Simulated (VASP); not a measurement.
Wanted: the native input for a VASP 6.6.1 run.

| Property | Result |
| --- | --- |
| Task | band structure |
| Functional | HSE06 |
| Potentials or basis | VASP PAW PBE potentials, release 64 (Sn_d, O) |
| Cutoff | 520 eV |
| k mesh | 4 × 4 × 6 |
| Occupations | fermi-dirac, width 0.05 eV |
| Spin | no spin polarisation |
| Grid for exact exchange (PRECFOCK) | Fast |
| Screening parameter | 0.2 1/A |
| Further INCAR settings | ALGO = Normal; EDIFF = 1e-06 |

SnO2:

```
CELL_PARAMETERS angstrom
4.73800 0.00000 0.00000
0.00000 4.73800 0.00000
0.00000 0.00000 3.18650
ATOMIC_POSITIONS crystal
Sn 0.00000 0.00000 0.00000
Sn 0.50000 0.50000 0.50000
O 0.30710 0.30710 0.00000
O 0.19290 0.80710 0.50000
O 0.69290 0.69290 0.00000
O 0.80710 0.19290 0.50000
```

These files were run (other wordings do the same):

POSCAR

```
SnO2
1.0
    4.7380000000      0.0000000000      0.0000000000
    0.0000000000      4.7380000000      0.0000000000
    0.0000000000      0.0000000000      3.1865000000
Sn O
2 4
Direct
    0.0000000000      0.0000000000      0.0000000000
    0.5000000000      0.5000000000      0.5000000000
    0.3071000000      0.3071000000      0.0000000000
    0.1929000000      0.8071000000      0.5000000000
    0.6929000000      0.6929000000      0.0000000000
    0.8071000000      0.1929000000      0.5000000000
```

INCAR.step1

```
SYSTEM = SnO2
PREC = Accurate ; ENCUT = 520
EDIFF = 1E-5 ; ISMEAR = -1
SIGMA = 0.05 ; LREAL = .False.
LASPH = .True. ; NELM = 100
ALGO = Normal ; ISIF = 2
LWAVE = .True. ; LCHARG = .False.
KPAR = 8 ; GGA = PE
```

INCAR.step2

```
SYSTEM = SnO2
PREC = Accurate ; ENCUT = 520
EDIFF = 1E-6 ; ISMEAR = -1
SIGMA = 0.05 ; LREAL = .False.
LASPH = .True. ; NELM = 100
ALGO = Normal ; ISIF = 2
LWAVE = .False. ; LCHARG = .False.
GGA = PE ; LHFCALC = .True.
HFSCREEN = 0.2 ; PRECFOCK = Fast
KPAR = 8 ; ISTART = 1
```

KPOINTS

```
Automatic mesh
0
Gamma
  4 4 6
  0 0 0
```

KPOINTS_OPT

```
explicit points
13
Reciprocal
 0.0000000000  0.0000000000  0.0000000000 1
 0.0000000000  0.0000000000  0.0200000000 1
 0.0000000000  0.0000000000  0.0400000000 1
 0.0000000000  0.0000000000  0.0600000000 1
 0.0000000000  0.0000000000  0.0800000000 1
 0.0000000000  0.0000000000  0.1000000000 1
 0.0000000000  0.0000000000  0.1200000000 1
 0.0200000000  0.0200000000  0.0000000000 1
 0.0400000000  0.0400000000  0.0000000000 1
 0.0600000000  0.0600000000  0.0000000000 1
 0.0800000000  0.0800000000  0.0000000000 1
 0.1000000000  0.1000000000  0.0000000000 1
 0.1200000000  0.1200000000  0.0000000000 1
```

Potentials or basis: VASP PAW PBE potentials, release 64 (Sn_d, O).

The run is started by

```bash
$ cat potpaw_PBE.64/Sn_d/POTCAR potpaw_PBE.64/O/POTCAR > POTCAR
$ cp INCAR.step1 INCAR
$ mpirun -np 8 vasp_std > vasp.out
$ cp INCAR.step2 INCAR
$ mpirun -np 8 vasp_std > vasp.out
```

Results of the run:

- Pressure: 2.6 GPa
- Largest force: 0.199 eV/Å
- Band gap on the k mesh: 3.05 eV, direct
- Band gap along the path: 3.05 eV, direct

Caveat: the PAW data sets were made with another functional, which shifts forces and pressure a little; spin-orbit coupling is left out, which moves the levels of the heavy elements.

Wall time 47 min on 8 MPI ranks on Intel(R) Xeon(R) Platinum 8375C CPU @ 2.90GHz (Ice Lake), on a shared host, peak memory 0.4 GiB a rank.
